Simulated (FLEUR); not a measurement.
# 2 ML Co on Pd(111), fcc site, 3 substrate layers: which magnetic order is lowest, part 3 of 3

Aim: find out whether 2 ML Co on Pd(111), fcc site, 3 substrate layers carries moments, and which collinear order costs least.

FLEUR MaX-R8.1; LDA (VWN); all-electron FLAPW film, Dirac cores, scalar-relativistic bands. The settings are cheaper than careful work needs.

So far. Step 3 (Order 2, typed as antiferro +-): It lies 235 meV a seeded atom over the first start, and its largest moment is 1.75 μB against 1.90 μB. Step 4 (Start 3: no spin polarisation): It lies 389 meV a seeded atom over the first start.

## Step 6: Spin–orbit coupling, moments along z

Level of this step: LDA (VWN); all-electron FLAPW film, Dirac cores, scalar-relativistic bands with spin-orbit coupling (FLEUR).

Spin–orbit coupling ties the spins to the lattice and lets orbital moments form.

A new self-consistent run of the start ferro ++, with the moments along z.

inp.xml reads:

```
<?xml version="1.0" encoding="UTF-8" standalone="no"?>
<fleurInput fleurInputVersion="0.39">
   <comment>
      Co2Pd3
   </comment>
   <calculationSetup>
      <cutoffs Kmax="3.66" Gmax="14.6" GmaxXC="14.6" numbands="182"/>
      <scfLoop itmax="120" minDistance="0.00002" maxIterBroyd="15" imix="Anderson" alpha="0.03" precondParam="0.0" spinf="2.0" sdNocoIR="T"/>
      <coreElectrons ctail="T" frcor="F" kcrel="0" coretail_lmax="0"/>
      <xcFunctional name="vwn" relativisticCorrections="F"/>
      <magnetism jspins="2"/>
      <soc l_soc="T" theta="0.0" phi="0.0" spav="F"/>
      <expertModes spex="0" secvar="F"/>
      <geometryOptimization l_f="F" forcealpha="1.0" forcemix="BFGS" epsdisp="0.00001" epsforce="0.00001"/>
      <ldaU l_linMix="F" mixParam="0.05" spinf="1.0"/>
   </calculationSetup>
   <cell>
      <bzIntegration valenceElectrons="82.0" mode="hist" fermiSmearingEnergy="0.00183747">
         <kPointListSelection listName="default-1"/>
         <xi:include xmlns:xi="http://www.w3.org/2001/XInclude" href="kpts.xml"> </xi:include>
      </bzIntegration>
      <xi:include xmlns:xi="http://www.w3.org/2001/XInclude" href="sym.xml"> </xi:include>
      <filmLattice scale="1.0" dVac="21.83" dTilda="24.33">
         <bravaisMatrixFilm>
            <row-1>    5.2019755482385133    -0.0000004337677346</row-1>
            <row-2>   -2.6009873984606005     4.5050431915226197</row-2>
         </bravaisMatrixFilm>
         <vacuumEnergyParameters vacuum="1" spinUp="-.25" spinDown="-.25"/>
         <vacuumEnergyParameters vacuum="2" spinUp="-.25" spinDown="-.25"/>
      </filmLattice>
   </cell>
   <atomSpecies>
      <species name="Palladium (Pd)" element="Pd" atomicNumber="46">
         <mtSphere radius="2.47" gridPoints="817" logIncrement="0.016"/>
         <atomicCutoffs lmax="10" lnonsphr="8"/>
         <electronConfig flipSpins="F">
            <coreConfig>(1s1/2) (2s1/2) (2p1/2) (2p3/2) (3s1/2) (3p1/2) (3p3/2) (4s1/2) (3d3/2) (3d5/2)</coreConfig>
            <valenceConfig>(4p1/2) (4p3/2) (5s1/2) (4d3/2) (4d5/2)</valenceConfig>
            <stateOccupation state="(5s1/2)" spinUp="0.500000" spinDown="0.500000"/>
            <stateOccupation state="(4d3/2)" spinUp="1.800000" spinDown="1.800000"/>
            <stateOccupation state="(4d5/2)" spinUp="2.700000" spinDown="2.700000"/>
         </electronConfig>
         <energyParameters s="5" p="5" d="4" f="4"/>
         <lo type="SCLO" l="1" n="4" eDeriv="0"/>
      </species>
      <species name="Cobalt (Co2.000" element="Co" atomicNumber="27">
         <mtSphere radius="2.24" gridPoints="741" logIncrement="0.016"/>
         <atomicCutoffs lmax="8" lnonsphr="6"/>
         <electronConfig flipSpins="F">
            <coreConfig>(1s1/2) (2s1/2) (2p1/2) (2p3/2)</coreConfig>
            <valenceConfig>(3s1/2) (3p1/2) (3p3/2) (4s1/2) (3d3/2) (3d5/2)</valenceConfig>
            <stateOccupation state="(3d3/2)" spinUp="1.5" spinDown="1.3"/>
            <stateOccupation state="(3d5/2)" spinUp="3.0" spinDown="1.2"/>
         </electronConfig>
         <energyParameters s="4" p="4" d="3" f="4"/>
         <lo type="SCLO" l="0" n="3" eDeriv="0"/>
         <lo type="SCLO" l="1" n="3" eDeriv="0"/>
      </species>
   </atomSpecies>
   <atomGroups>
      <atomGroup species="Palladium (Pd)">
         <filmPos label="                   1">.0000000000 .0000000000 -8.0464438391</filmPos>
         <force calculate="T" relaxXYZ="TTT"/>
      </atomGroup>
      <atomGroup species="Palladium (Pd)">
         <filmPos label="                   2">-1.000/3.000 1.000/3.000 -3.7990311703</filmPos>
         <force calculate="T" relaxXYZ="TTT"/>
      </atomGroup>
      <atomGroup species="Palladium (Pd)">
         <filmPos label="                   3">1.000/3.000 -1.000/3.000 .4483814985</filmPos>
         <force calculate="T" relaxXYZ="TTT"/>
      </atomGroup>
      <atomGroup species="Cobalt (Co2.000">
         <filmPos label="                   4">.0000000000 .0000000000 4.3996530371</filmPos>
         <force calculate="T" relaxXYZ="TTT"/>
      </atomGroup>
      <atomGroup species="Cobalt (Co2.000">
         <filmPos label="                   5">-1.000/3.000 1.000/3.000 8.0464438391</filmPos>
         <force calculate="T" relaxXYZ="TTT"/>
      </atomGroup>
   </atomGroups>
   <output dos="F" band="F" slice="F">
      <bandDOS minEnergy="-.5*Htr" maxEnergy="0.5*Htr" sigma="0.015" storeEVData="T"/>
      <plotting iplot="0" polar="F">
         <plot TwoD="T" vec1="  1.0  0.0  0.0" vec2="  0.0  1.0  0.0" vec3="  0.0  0.0  1.0" zero="  0.0  0.0 -0.5" file="plot"/>
      </plotting>
      <moessbauerParams electricFieldGradient="F" isomerShift="F" coreHyperfine="F" valenceHyperfine="F"/>
   </output>
</fleurInput>
```

crystal.txt reads:

```
Co2Pd3
&input film=T cartesian=F /
2.75276691184  -0.00000022954  0.00000000000
-1.37638325713  2.38396619112  0.00000000000
0.00000000000  0.00000000000  1.00000000000
1.8897261246
1.0 1.0 1.0

5
46 0.00000000000  0.00000000000  -8.04644383913
46 0.66666666667  0.33333333333  -3.79903117033
46 0.33333333333  0.66666666667  0.44838149848
27 0.00000000000  0.00000000000  4.39965303714 : 2.000
27 0.66666666667  0.33333333333  8.04644383913 : 2.000

&soc 0.0000000 0.0000000 /
&kpt div1=8 div2=8 div3=1 gamma=T /
```

The run is started by

```console
OMP_NUM_THREADS=1 inpgen -f crystal.txt > inpgen.log  # inp.xml is then edited as shown
OMP_NUM_THREADS=1 mpirun -n 2 fleur_MPI > fleur.log
```

The program printed:

```text
[banner, memory and clock lines left out]
Welcome to FLEUR        (www.flapw.de)
      MaX-Release 8.1          (www.max-centre.eu)

 ========== k-point set info ==========
 Selected k-point list: default-1
 k-point list type: mesh
 8 x 8 x 1
 Number of k points: 22

 [... set-up left out ...]
 Iteration:     1   Distance:      60.63300409 me/bohr^3
 Iteration:     2   Distance:     128.01699238 me/bohr^3
 Iteration:     3   Distance:      45.13457050 me/bohr^3
 Iteration:     4   Distance:      55.10013235 me/bohr^3
 Iteration:     5   Distance:      57.08313065 me/bohr^3
 Iteration:     6   Distance:      72.86044269 me/bohr^3
 Iteration:     7   Distance:      59.75450939 me/bohr^3
 Iteration:     8   Distance:      63.63549630 me/bohr^3
 Iteration:     9   Distance:      70.36620454 me/bohr^3
 Iteration:    10   Distance:      54.81543366 me/bohr^3
[... 67 iterations left out ...]
 Iteration:    78   Distance:       0.00057990 me/bohr^3
 Iteration:    79   Distance:       0.00019567 me/bohr^3
 Iteration:    80   Distance:       0.00034267 me/bohr^3
 Iteration:    81   Distance:       0.00036358 me/bohr^3
 Iteration:    82   Distance:       0.00012518 me/bohr^3
 Iteration:    83   Distance:       0.00006511 me/bohr^3
 Iteration:    84   Distance:       0.00003367 me/bohr^3
 Iteration:    85   Distance:       0.00002709 me/bohr^3
 Iteration:    86   Distance:       0.00011692 me/bohr^3
 Iteration:    87   Distance:       0.00001601 me/bohr^3

 ********************************************************************
 Run finished successfully
 Stop message:
   all done
 ********************************************************************

--- out.xml (last complete iteration) ---
<iteration numberForCurrentRun="   87" overallNumber="   87">
         [... left out ...]
         <bandgap value="0.0011198987" units="eV"/>
         <sumValenceSingleParticleEnergies value="-91.2627278363" units="Htr"/>
         <FermiEnergy value="-0.1812046174" units="Htr"/>
         [... left out ...]
         <magneticMomentsInMTSpheres units="muBohr">
            <globalMagMoment atomType="1" vec="0.00000   0.00000   0.05750"/>
            <globalMagMoment atomType="2" vec="0.00000   0.00000   0.09816"/>
            <globalMagMoment atomType="3" vec="0.00000   0.00000   0.25056"/>
            <globalMagMoment atomType="4" vec="0.00000   0.00000   1.89227"/>
            <globalMagMoment atomType="5" vec="0.00000   0.00000   1.84793"/>
         </magneticMomentsInMTSpheres>
         <orbitalMomentsInMTSpheres units="muBohr">
            <globalMagMoment atomType="1" vec="0.00000   0.00000   0.00453"/>
            <globalMagMoment atomType="2" vec="0.00000   0.00000   0.00685"/>
            <globalMagMoment atomType="3" vec="0.00000   0.00000   0.02407"/>
            <globalMagMoment atomType="4" vec="0.00000   0.00000   0.12601"/>
            <globalMagMoment atomType="5" vec="0.00000   0.00000   0.13292"/>
         </orbitalMomentsInMTSpheres>
         [... left out ...]
         <totalEnergy value="   -17909.3034030778" units="Htr">
            <sumOfEigenvalues value="   -10733.2453442716">
               <coreElectrons value="-10641.9826164353"/>
               <valenceElectrons value="-91.2627278363"/>
            </sumOfEigenvalues>
         [... left out ...]
            <freeEnergy value="-17909.3059289212"/>
            <extrapolationTo0K value="-17909.3046659995"/>
         </totalEnergy>
         <densityConvergence units="me/bohr^3">
            <chargeDensity spin="1" distance="0.0000057756"/>
            <chargeDensity spin="2" distance="0.0000130810"/>
            <overallChargeDensity distance="0.0000160107"/>
            <spinDensity distance="0.0000123530"/>
         </densityConvergence>
      </iteration>
```

The job ended after 27 min (2 MPI ranks of Arm Neoverse V1, shared host; peak memory 0.62 GiB; 54 min of CPU time).

Spin moment in the muffin-tin sphere by atom:

```tsv
atom	spin moment in the muffin-tin sphere (μB)
Pd1	0.06
Pd2	0.10
Pd3	0.25
Co4	1.89
Co5	1.85
```

Read from the output:

* free energy: -487337.0410 eV
* program's band gap on this mesh (in a metal only a level spacing): 0.001120 eV
* magnetization: 4.041 μB
* final state: ferromagnetic
* orbital moment along the spin: 0.1260 μB

Orbital moment in the sphere, along the spin axis by atom:

```tsv
atom	orbital moment in the sphere, along the spin axis (μB)
Pd1	0.005
Pd2	0.007
Pd3	0.024
Co4	0.126
Co5	0.133
```

## Step 7: Outcome

| Item | Value |
| --- | --- |
| lowest state found | ferromagnetic (typed ferro ++) |
| largest site spin moment | 1.90 μB |
| next finished state | antiferromagnetic, 235 meV a seeded atom higher |
| energy gained by spin polarisation | 389 meV a seeded atom |
| orbital moment on the atom of largest spin, along its spin (spin–orbit run) | 0.126 μB |

What this shows: The lowest state found is ferromagnetic, reached from the start ferro ++, with moments up to 1.90 μB. The next finished state costs 235 meV a seeded atom. The orbital moment is parallel to the spin, as Hund's third rule has it for a shell over half filled. This is the lowest of 3 finished starts, no proof of the ground state. A substrate of 3 unrelaxed layers is a model; thickness and relaxation can move these numbers.

[Logs and program files are shortened in this print: banners, set-up blocks, solver, clock and traceback lines can be left out without a mark of their own.]

[Logs are printed without paths, hosts, clocks, repeated set-up lines and the standing remarks that a program may print on its own settings, such as how far it seeks lower states.]

[Hosts, paths, dates, database ids (printed as entryN), source tags and the programs' standing remarks are cut or masked in the printed files.]

[Where a cell is said to come from a database of computed structures, the database is the Materials Project.]
